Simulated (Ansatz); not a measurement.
# TaN: the cost of one run

Program: Ansatz 0.2.0. Level of theory: DFT PBEsol, scalar-relativistic, plane waves, PAW. These are calculated values, not measurements.

16 further runs of the same task are left out: 16 set aside as unsound or not needed. Runs told in other sessions of the task aren't counted.

### 1 The starting structure

The structure is hexagonal, space group P6_3mc (No. 186). Conventional cell: a = 3.122 Å, b = 3.122 Å, c = 6.052 Å, α = 90.00°, β = 90.00°, γ = 120.00°. Ta (site symmetry 3m) is surrounded by 4 N at 1.97 to 2.09 Å. N (site symmetry 3m) has 4 Ta at 1.97 to 2.09 Å in its first shell of neighbours.

Structure file:

```
CELL_PARAMETERS angstrom
3.12199 0.00000 0.00000
-1.56099 2.70372 0.00000
0.00000 0.00000 6.05163
ATOMIC_POSITIONS crystal
Ta 0.33333 0.66667 0.03010
Ta 0.66667 0.33333 0.53010
N 0.33333 0.66667 0.35490
N 0.66667 0.33333 0.85490
```

It is the result of an earlier relaxation at this level (volume 12.77 Å³/atom; gap on the mesh: none (metal)).

### 2 The scan

The energy is mapped over volume and the cell's shape.

First coordinate, volume per atom: 7 values from 11.24 to 14.30 Å³. Second coordinate, c/a of the conventional cell: 7 values from 1.718 to 2.187.

Nothing else is relaxed (fractional coordinates fixed). Energies count from the relaxed crystal. Points are written as (first, second).

### 3 The run at (11.24 Å³, 1.718)

Contents of input.yaml:

```yaml
crystal:
  lattice:
    - [3.1144513952, 0.0, 0.0]
    - [-1.5572256976, 2.697194027, 0.0]
    - [0.0, 0.0, 5.3512503872]
  atoms:
    - { symbol: Ta, position: [0.3333333333, 0.6666666667, 0.0301041378] }
    - { symbol: Ta, position: [0.6666666667, 0.3333333333, 0.5301041378] }
    - { symbol: "N", position: [0.3333333333, 0.6666666667, 0.3548958622] }
    - { symbol: "N", position: [0.6666666667, 0.3333333333, 0.8548958622] }
basis:
  ecutwfc: 520.0
kpoints:
  mp_grid: { grid: [18, 18, 8] }
hamiltonian:
  xc: pbesol
  pseudopotentials: { kind: paw, azcp: { folder: soft_1 } }
scf:
  occupations: { method: gaussian, width: 0.15 }
output:
  forces: true
  stress: true
  eigenvalues: true
```

Run with:

```
ansatz run input.yaml --threads 2 --pin off --max-ram 4096MiB --backend cpu --events-out ev --progress --plain --runs-dir out
```

Q: Estimate wall time and peak memory on 2 threads of Arm Neoverse N1, shared host.

About 19 s, with a peak of 0.5 GiB.
